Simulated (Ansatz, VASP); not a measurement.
## One calculation of CdS, two programs

```
Cd S
1.0
     0.00000    2.94295    2.88409
     2.94295    0.00000    2.88409
     2.94295    2.94295    0.00000
Cd S
1 1
Cartesian
  0.0000 0.0000 0.0000
  4.4144 4.4144 4.3261
```

Change from the starting cell: zz strain of -2 %.

Alike in both runs: task single point; functional PBEsol; k mesh 7 × 7 × 7; occupations fermi-dirac, width 0.02 eV; no spin polarisation.

```csv
,VASP,Ansatz
version,VASP 6.6.1,Ansatz 0.2.0
potentials or method,"VASP PAW PBE potentials, release 64 (Cd, S), cutoff 520 eV","all-electron LAPW, scalar-relativistic"
```

|  | VASP | Ansatz | Ansatz less VASP |
| --- | --- | --- | --- |
| gap on the k mesh at the Fermi level (eV) | 0.95 | 0.95 | -0.004 |
| pressure (GPa) | -0.3 | -0.7 | -0.35 |
| largest component of the traceless stress (GPa) | 0.25 | 0.26 | +0.005 |

Ansatz ran all-electron here, so the differences hold the error of VASP's frozen core and of both bases.

Caveats: the PAW data sets were made with another functional, which shifts forces and pressure a little (VASP).
